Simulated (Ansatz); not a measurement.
# CoSi2/Si/CoSi2: conductance against the thickness of the layer, part 2 of 2

How fast does the current through CoSi2/Si/CoSi2 fall with each added layer? Both electrodes are CoSi2 fluorite(111); the barrier is Si diamond(111) (whole bilayers). In the first transport cell, after relaxation, the nearest pair of electrode and barrier is Si–Si at 2.38 Å, along the normal, at the lower face and Si–Si at 2.38 Å, along the normal, at the upper one. All share a net of side 3.829 Å, which strains the lower electrode by +1.0 % and the barrier by -1.0 %, against typed lattice constants near PBE's. The first steps treat the bulk electrodes alone.

Ansatz 0.2.0; PBE DFT, plane waves, PAW files (the session's first sound run).

So far, transmission at the Fermi level (a spin, zone mean): step 4 (the open system: T(E)) 0.0711. Also channels of the lower lead: step 4 1.27.

### 5. Conductance on a fine mesh, atomic planes in the barrier 4, gap between the electrodes 8.71 Å

System of this step: CoSi2/Si/CoSi2. The cell holds 56 atoms: 18 Co and 38 Si. Its edges and angles: a = 3.829 Å, b = 3.829 Å, c = 73.269 Å, α = 90.0°, β = 90.0°, γ = 120.0°. Regions: left electrode, 26 atoms (9 Co and 17 Si); barrier, 4 atoms (4 Si); right electrode, 26 atoms (17 Si and 9 Co). Vacuum lies along c.

The conductance needs T(E) within ten thermal energies of the Fermi level, on steps under 1.5 kT, and a finer mesh (24×24), since the current can rest on few wavevectors.

The input, input.yaml:

```yaml
crystal:
  lattice:
    - [3.829, 0.0, 0.0]
    - [-1.9145, 3.3160112711, 0.0]
    - [0.0, 0.0, 73.269166806]
  atoms:
    - { symbol: Co, position: [0.66666667, 0.33333333, 0.0955381411] }
    - { symbol: Si, position: [0.0, 0.0, 0.1057925055] }
    - { symbol: Si, position: [0.66666667, 0.33333333, 0.1271919682] }
    - { symbol: Co, position: [0.0, 0.0, 0.1374463326] }
    - { symbol: Si, position: [0.33333333, 0.66666667, 0.1477006969] }
    - { symbol: Si, position: [0.0, 0.0, 0.1691001597] }
    - { symbol: Co, position: [0.33333333, 0.66666667, 0.179354524] }
    - { symbol: Si, position: [0.66666667, 0.33333333, 0.1896088883] }
[... 44 atom lines left out ...]
    - { symbol: Co, position: [0.0, 0.0, 0.8625536674] }
    - { symbol: Si, position: [0.33333333, 0.66666667, 0.8728080318] }
    - { symbol: Si, position: [0.0, 0.0, 0.8942074945] }
    - { symbol: Co, position: [0.33333333, 0.66666667, 0.9044618589] }
kpoints:
  mp_grid: { grid: [8, 8, 1] }
scf:
  occupations: { method: fermi_dirac, width: 0.1 }
  max_iter: 150
hamiltonian:
  xc: pbe
output:
  transmission:
    kmesh: [24, 24]
    e_range: [-0.26, 0.27]
    de: 0.0375
    leads: [[11, 14], [42, 45]]
```

The run is started by

```console
$ ansatz run input.yaml --threads 8 --pin off --max-ram 24576MiB --backend cpu --events-out ev --progress --plain --runs-dir out
```

Run time: 2.5 min. Hardware: 8 threads of Arm Neoverse V2, shared host; peak memory 11 GiB; 16 min of CPU time.

This step gave:

One spin. Transmission, zone mean against energy, zero at the Fermi level:

| energy (eV) | transmission, zone mean |
| --- | --- |
| -0.260 | 0.197 |
| -0.223 | 0.183 |
| -0.185 | 0.176 |
| -0.147 | 0.176 |
| -0.110 | 0.179 |
| -0.072 | 0.185 |
| -0.035 | 0.184 |
| 0.003 | 0.183 |
| 0.040 | 0.176 |
| 0.077 | 0.177 |
| 0.115 | 0.183 |
| 0.152 | 0.191 |
| 0.190 | 0.197 |
| 0.228 | 0.200 |
| 0.265 | 0.209 |

One spin. The open channels, zone mean, lower lead = upper lead by energy, zero at the Fermi level:

| energy (eV) | open channels, zone mean, lower lead = upper lead |
| --- | --- |
| -0.260 | 1.61 |
| -0.223 | 1.53 |
| -0.185 | 1.47 |
| -0.147 | 1.44 |
| -0.110 | 1.44 |
| -0.072 | 1.37 |
| -0.035 | 1.35 |
| 0.003 | 1.35 |
| 0.040 | 1.29 |
| 0.077 | 1.21 |
| 0.115 | 1.20 |
| 0.152 | 1.20 |
| 0.190 | 1.20 |
| 0.228 | 1.13 |
| 0.265 | 1.14 |

Transmission over k1 and k2. At 0.0025 eV from the Fermi level.

Values, 12 rows by 16 columns, each cell a mean:
```
0.002 0.125 0.175 0.067 0.086 0.065 0.081 0.151 0.120 0.002 0.000 0.000 0.092 0.031 0.000 0.000
0.041 0.174 0.317 0.248 0.219 0.137 0.237 0.266 0.347 0.188 0.019 0.001 0.000 0.000 0.000 0.000
0.140 0.071 0.167 0.359 0.305 0.272 0.264 0.272 0.362 0.235 0.081 0.098 0.163 0.031 0.000 0.123
0.072 0.069 0.130 0.287 0.292 0.410 0.392 0.397 0.381 0.266 0.284 0.072 0.086 0.032 0.000 0.000
0.038 0.100 0.176 0.320 0.275 0.389 0.439 0.479 0.440 0.398 0.297 0.317 0.160 0.077 0.058 0.000
0.002 0.219 0.334 0.375 0.330 0.399 0.454 0.578 0.617 0.503 0.401 0.355 0.350 0.348 0.280 0.061
0.000 0.005 0.214 0.205 0.296 0.294 0.398 0.459 0.560 0.534 0.419 0.400 0.252 0.319 0.177 0.126
0.012 0.000 0.015 0.044 0.140 0.232 0.289 0.370 0.407 0.410 0.395 0.403 0.258 0.291 0.083 0.046
0.145 0.031 0.000 0.106 0.135 0.072 0.270 0.286 0.358 0.316 0.308 0.325 0.290 0.338 0.082 0.093
0.078 0.031 0.000 0.000 0.083 0.039 0.066 0.239 0.386 0.300 0.332 0.299 0.341 0.382 0.140 0.059
0.009 0.000 0.000 0.000 0.000 0.000 0.034 0.127 0.331 0.157 0.084 0.066 0.081 0.154 0.327 0.161
0.000 0.000 0.011 0.107 0.154 0.025 0.009 0.000 0.002 0.051 0.027 0.088 0.135 0.041 0.060 0.002
```
Columns: k1 (b1) from -0.5 to 0.458; rows upwards: k2 (b2) from -0.5 to 0.458.

G = 1.1e14 S/m² (1/G = 0.00904 Ω µm²). The largest error estimate is 5.1 %, from the mesh across the current. In the worse lead the potential repeats within 5.5 meV, which the program lets pass. By hand, Landauer's formula with T at one energy: G = (e²/h) ΣT / A = 3.874e-5 S × 0.366 / 12.70 Å² = 1.1e14 S/m², with T summed over both spins. The printed value averages T over the Fermi window and is 0.99 times this.

### 6. Conductance on a fine mesh, 58 atoms

System of this step: CoSi2/Si/CoSi2. The cell holds 58 atoms: 18 Co and 40 Si. Cell: a = 3.829 Å, b = 3.829 Å, c = 76.445 Å, α = 90.0°, β = 90.0°, γ = 120.0°. Regions: left electrode, 26 atoms (9 Co and 17 Si); barrier, 6 atoms (6 Si); right electrode, 26 atoms (17 Si and 9 Co). Vacuum lies along c.

Barrier layers are added or taken out in the middle, and the relaxed faces stay.

The input, input.yaml:

```yaml
crystal:
  lattice:
    - [3.829, 0.0, 0.0]
    - [-1.9145, 3.3160112711, 0.0]
    - [0.0, 0.0, 76.4452670293]
  atoms:
    - { symbol: Co, position: [0.66666667, 0.33333333, 0.0915687821] }
    - { symbol: Si, position: [0.0, 0.0, 0.1013971045] }
    - { symbol: Si, position: [0.66666667, 0.33333333, 0.1219074758] }
    - { symbol: Co, position: [0.0, 0.0, 0.1317357982] }
    - { symbol: Si, position: [0.33333333, 0.66666667, 0.1415641206] }
    - { symbol: Si, position: [0.0, 0.0, 0.1620744918] }
    - { symbol: Co, position: [0.33333333, 0.66666667, 0.1719028142] }
    - { symbol: Si, position: [0.66666667, 0.33333333, 0.1817311366] }
[... 46 atom lines left out ...]
    - { symbol: Co, position: [0.33333333, 0.66666667, 0.8682642018] }
    - { symbol: Si, position: [0.66666667, 0.33333333, 0.8780925242] }
    - { symbol: Si, position: [0.33333333, 0.66666667, 0.8986028955] }
    - { symbol: Co, position: [0.66666667, 0.33333333, 0.9084312179] }
kpoints:
  mp_grid: { grid: [8, 8, 1] }
scf:
  occupations: { method: fermi_dirac, width: 0.1 }
  max_iter: 150
hamiltonian:
  xc: pbe
output:
  transmission:
    kmesh: [24, 24]
    e_range: [-0.26, 0.27]
    de: 0.0375
    leads: [[11, 14], [44, 47]]
```

It took 2.7 min on 8 threads; peak memory 11 GiB.

This step gave:

```yaml
free_energy: -117722.1445 eV
fermi_energy: 8.868 eV
transmission_at_the_fermi_level_a_spin_zone_mean: 0.06900
potential_step_in_the_lower_lead: 5.2 meV
potential_step_in_the_upper_lead: 5.2 meV
junction_conductance: 4.27e13 S/m²
error_estimates_by_source_in_the_log_s_order: 0.5, 0, 8.9, 2.7, 0.5 %
resistance_area_product_beyond_the_leads: 0.02217 Ω um²
```

One spin. Transmission, zone mean against energy, zero at the Fermi level:

| energy (eV) | transmission, zone mean |
| --- | --- |
| -0.260 | 0.0699 |
| -0.223 | 0.0675 |
| -0.185 | 0.0667 |
| -0.147 | 0.0676 |
| -0.110 | 0.0698 |
| -0.072 | 0.0742 |
| -0.035 | 0.0716 |
| 0.003 | 0.0690 |
| 0.040 | 0.0686 |
| 0.077 | 0.0694 |
| 0.115 | 0.0702 |
| 0.152 | 0.0735 |
| 0.190 | 0.0759 |
| 0.228 | 0.0769 |
| 0.265 | 0.0807 |

One spin. Open channels, zone mean, lower lead = upper lead against energy, zero at the Fermi level:

(Unchanged from step 5.)

Transmission over k1 and k2. At 0.0025 eV from the Fermi level.

Ten even steps from '0' (0.000) to '9' (0.346):
```
000200000020000000000000
007610000016700000000000
026630000003662000000000
001332231322331000000000
000023323323320000000000
000023322222332000000000
000032244444422300000000
000013244444442310000000
000033244455444233000000
021022244566654422201200
006323244568865442323600
007633344468986444333670
000632324456886544232360
000210222445666544222012
000000033244455444233000
000000001324444444231000
000000000322444444223000
000000000023322222332000
000000000002332332332000
000000000013322313223310
000000000026630000003662
000000000000761000001670
000000000000002000000200
000000000000000000000000
```
Columns: k1 (b1) from -0.5 to 0.458; rows upwards: k2 (b2) from -0.5 to 0.458.

G = 4.3e13 S/m² (1/G = 0.0234 Ω µm²), 0.39 times the step before of this kind. The largest error estimate is 8.9 %, from the mesh across the current. In the worse lead the potential repeats within 5.2 meV, which the program lets pass.

### 7. Conductance on a fine mesh, atomic planes in the barrier 8, gap between the electrodes 15.06 Å

System of this step: CoSi2/Si/CoSi2. The cell holds 60 atoms: 18 Co and 42 Si. Cell: a = 3.829 Å, b = 3.829 Å, c = 79.621 Å, α = 90.0°, β = 90.0°, γ = 120.0°. Regions: left electrode, 26 atoms (9 Co and 17 Si); barrier, 8 atoms (8 Si); right electrode, 26 atoms (17 Si and 9 Co). Vacuum lies along c.

The input, input.yaml:

```yaml
crystal:
  lattice:
    - [3.829, 0.0, 0.0]
    - [-1.9145, 3.3160112711, 0.0]
    - [0.0, 0.0, 79.6213672525]
  atoms:
    - { symbol: Co, position: [0.66666667, 0.33333333, 0.0879160989] }
    - { symbol: Si, position: [0.0, 0.0, 0.0973523691] }
    - { symbol: Si, position: [0.66666667, 0.33333333, 0.1170445806] }
    - { symbol: Co, position: [0.0, 0.0, 0.1264808508] }
    - { symbol: Si, position: [0.33333333, 0.66666667, 0.1359171209] }
    - { symbol: Si, position: [0.0, 0.0, 0.1556093324] }
    - { symbol: Co, position: [0.33333333, 0.66666667, 0.1650456026] }
    - { symbol: Si, position: [0.66666667, 0.33333333, 0.1744818727] }
[... 48 atom lines left out ...]
    - { symbol: Co, position: [0.66666667, 0.33333333, 0.8735191492] }
    - { symbol: Si, position: [0.0, 0.0, 0.8829554194] }
    - { symbol: Si, position: [0.66666667, 0.33333333, 0.9026476309] }
    - { symbol: Co, position: [0.0, 0.0, 0.9120839011] }
kpoints:
  mp_grid: { grid: [8, 8, 1] }
scf:
  occupations: { method: fermi_dirac, width: 0.1 }
  max_iter: 150
hamiltonian:
  xc: pbe
output:
  transmission:
    kmesh: [24, 24]
    e_range: [-0.26, 0.27]
    de: 0.0375
    leads: [[11, 14], [46, 49]]
```

It took 2.8 min on 8 threads; peak memory 12 GiB; 19 min of CPU time.

G = 1.5e13 S/m² (1/G = 0.0650 Ω µm²), 0.36 times the step before of this kind. The largest error estimate is 6.3 %, from the mesh across the current. In the worse lead the potential repeats within 5.1 meV, which the program lets pass.

### 8. Conductance, atomic planes in the barrier 12, gap between the electrodes 21.42 Å

System of this step: CoSi2/Si/CoSi2. The cell holds 64 atoms: 18 Co and 46 Si. Cell: a = 3.829 Å, b = 3.829 Å, c = 85.974 Å, α = 90.0°, β = 90.0°, γ = 120.0°. Regions: left electrode, 26 atoms (9 Co and 17 Si); barrier, 12 atoms (12 Si); right electrode, 26 atoms (17 Si and 9 Co). Vacuum lies along c.

The input, input.yaml:

```yaml
crystal:
  lattice:
    - [3.829, 0.0, 0.0]
    - [-1.9145, 3.3160112711, 0.0]
    - [0.0, 0.0, 85.9735676989]
  atoms:
    - { symbol: Co, position: [0.66666667, 0.33333333, 0.0814203736] }
    - { symbol: Si, position: [0.0, 0.0, 0.0901594401] }
    - { symbol: Si, position: [0.66666667, 0.33333333, 0.1083966827] }
    - { symbol: Co, position: [0.0, 0.0, 0.1171357493] }
    - { symbol: Si, position: [0.33333333, 0.66666667, 0.1258748158] }
    - { symbol: Si, position: [0.0, 0.0, 0.1441120584] }
    - { symbol: Co, position: [0.33333333, 0.66666667, 0.1528511249] }
    - { symbol: Si, position: [0.66666667, 0.33333333, 0.1615901915] }
[... 52 atom lines left out ...]
    - { symbol: Co, position: [0.33333333, 0.66666667, 0.8828642507] }
    - { symbol: Si, position: [0.66666667, 0.33333333, 0.8916033173] }
    - { symbol: Si, position: [0.33333333, 0.66666667, 0.9098405599] }
    - { symbol: Co, position: [0.66666667, 0.33333333, 0.9185796264] }
kpoints:
  mp_grid: { grid: [8, 8, 1] }
scf:
  occupations: { method: fermi_dirac, width: 0.1 }
  max_iter: 150
hamiltonian:
  xc: pbe
output:
  transmission:
    kmesh: [24, 24]
    e_range: [-0.26, 0.27]
    de: 0.0375
    leads: [[11, 14], [50, 53]]
```

Run time: 3 min. Hardware: 8 threads; peak memory 14 GiB.

G = 2.7e12 S/m² (1/G = 0.377 Ω µm²), 0.17 times the step before of this kind. The largest error estimate is 7 %, from the mesh across the current. In the worse lead the potential repeats within 5 meV, which the program lets pass.

### 9. Conductance on a fine mesh, atomic planes in the barrier 14, gap between the electrodes 24.59 Å

System of this step: CoSi2/Si/CoSi2. The cell holds 66 atoms: 18 Co and 48 Si. Cell: a = 3.829 Å, b = 3.829 Å, c = 89.150 Å, α = 90.0°, β = 90.0°, γ = 120.0°. Regions: left electrode, 26 atoms (9 Co and 17 Si); barrier, 14 atoms (14 Si); right electrode, 26 atoms (17 Si and 9 Co). Vacuum lies along c.

The input, input.yaml:

```yaml
crystal:
  lattice:
    - [3.829, 0.0, 0.0]
    - [-1.9145, 3.3160112711, 0.0]
    - [0.0, 0.0, 89.1496679221]
  atoms:
    - { symbol: Co, position: [0.66666667, 0.33333333, 0.0785196419] }
    - { symbol: Si, position: [0.0, 0.0, 0.0869473652] }
    - { symbol: Si, position: [0.66666667, 0.33333333, 0.1045348766] }
    - { symbol: Co, position: [0.0, 0.0, 0.1129625999] }
    - { symbol: Si, position: [0.33333333, 0.66666667, 0.1213903232] }
    - { symbol: Si, position: [0.0, 0.0, 0.1389778346] }
    - { symbol: Co, position: [0.33333333, 0.66666667, 0.1474055579] }
    - { symbol: Si, position: [0.66666667, 0.33333333, 0.1558332812] }
[... 54 atom lines left out ...]
    - { symbol: Co, position: [0.66666667, 0.33333333, 0.8870374001] }
    - { symbol: Si, position: [0.0, 0.0, 0.8954651234] }
    - { symbol: Si, position: [0.66666667, 0.33333333, 0.9130526348] }
    - { symbol: Co, position: [0.0, 0.0, 0.9214803581] }
kpoints:
  mp_grid: { grid: [8, 8, 1] }
scf:
  occupations: { method: fermi_dirac, width: 0.1 }
  max_iter: 150
hamiltonian:
  xc: pbe
output:
  transmission:
    kmesh: [24, 24]
    e_range: [-0.26, 0.27]
    de: 0.0375
    leads: [[11, 14], [52, 55]]
```

Run time: 3.2 min. Hardware: 8 threads; peak memory 14 GiB; 21 min of CPU time.

G = 1.1e12 S/m² (1/G = 0.884 Ω µm²), 0.43 times the step before of this kind. The largest error estimate is 6.1 %, from the mesh across the current. In the worse lead the potential repeats within 5.1 meV, which the program lets pass.

### 10. Side by side

Times are for 8 threads of Arm Neoverse V2, shared host. The series side by side:

| no. | gap between the electrodes (Å) | junction conductance (S/m²) | resistance-area product beyond the leads (Ω um²) | time | memory (GiB) |
| --- | --- | --- | --- | --- | --- |
| 1 | 8.71 | 1.11e14 | 0.007801 | 2.5 min | 11 |
| 2 | 11.89 | 4.27e13 | 0.02217 | 2.7 min | 11 |
| 3 | 15.06 | 1.54e13 | 0.06374 | 2.8 min | 12 |
| 4 | 21.42 | 2.66e12 | 0.3753 | 3 min | 14 |
| 5 | 24.59 | 1.13e12 | 0.8832 | 3.2 min | 14 |

The runs together. Transmission, zone mean against energy, zero at the Fermi level:

| energy (eV) | 8.71 | 11.89 | 15.06 | 21.42 | 24.59 |
| --- | --- | --- | --- | --- | --- |
| -0.260 | 0.197 | 0.0699 | 0.0245 | 0.00525 | 0.00327 |
| -0.223 | 0.183 | 0.0675 | 0.0242 | 0.00487 | 0.00244 |
| -0.185 | 0.176 | 0.0667 | 0.0245 | 0.00472 | 0.00228 |
| -0.147 | 0.176 | 0.0676 | 0.0247 | 0.00460 | 0.00216 |
| -0.110 | 0.179 | 0.0698 | 0.0248 | 0.00449 | 0.00206 |
| -0.072 | 0.185 | 0.0742 | 0.0249 | 0.00442 | 0.00197 |
| -0.035 | 0.184 | 0.0716 | 0.0250 | 0.00438 | 0.00191 |
| 0.003 | 0.183 | 0.0690 | 0.0252 | 0.00434 | 0.00184 |
| 0.040 | 0.176 | 0.0686 | 0.0253 | 0.00431 | 0.00178 |
| 0.077 | 0.177 | 0.0694 | 0.0261 | 0.00429 | 0.00175 |
| 0.115 | 0.183 | 0.0702 | 0.0270 | 0.00428 | 0.00173 |
| 0.152 | 0.191 | 0.0735 | 0.0281 | 0.00439 | 0.00173 |
| 0.190 | 0.197 | 0.0759 | 0.0289 | 0.00450 | 0.00172 |
| 0.228 | 0.200 | 0.0769 | 0.0296 | 0.00466 | 0.00173 |
| 0.265 | 0.209 | 0.0807 | 0.0308 | 0.00490 | 0.00176 |

### 11. Fit against thickness

This step: Fit of the logarithm of the conductance against the barrier's thickness, from PBE DFT, plane waves, PAW files (Ansatz 0.2.0).

No new run: the logarithm is fitted against the thickness.

Numbers from this step:

| Item | Value |
| --- | --- |
| decay constant of the conductance | 0.29 Å⁻¹ |
| r.m.s. misfit of ln G | 0.05 |

From the end points alone, β = ln(1.11e+14 / 1.13e+12) / 15.88 Å = 4.58 / 15.88 Å = 0.29 Å⁻¹.

### 12. Results

* 1/G at 8.71 Å gap: 0.00904 Ω um²
* 1/G at 24.6 Å gap: 0.884 Ω um²
* decay constant β: 0.29 Å⁻¹

What this shows: A fit of ln G against d gives β = 0.29 Å⁻¹, and step by step the slopes are 0.30, 0.32, 0.28 and 0.27 Å⁻¹. They agree within a fifth, so G falls as one exponential, by a factor of ten every 7.9 Å. At the Fermi level the layers of the barrier in the wide-window run (6 planes) hold from 0.061 to 0.15 states an eV and atom: none is empty there, through tails of the electrodes' states or through bands of its own. A semilocal functional narrows gaps, which tends to make the decay too slow. The program's largest error estimate on these conductances is 8.9 %, from the mesh across the current. No spin-orbit coupling, phonons, disorder or image charges enter; the interfaces are ordered, one cell wide and lattice-matched by strain. Semilocal gaps are too small, which can bring a band edge of the barrier nearer to the Fermi level than it is.

[Logs are printed without paths, hosts, clocks, repeated set-up lines and the standing remarks that a program may print on its own settings, such as how far it seeks lower states.]

[Hosts, paths, dates, database ids (printed as entryN), source tags and the programs' standing remarks are cut or masked in the printed files.]
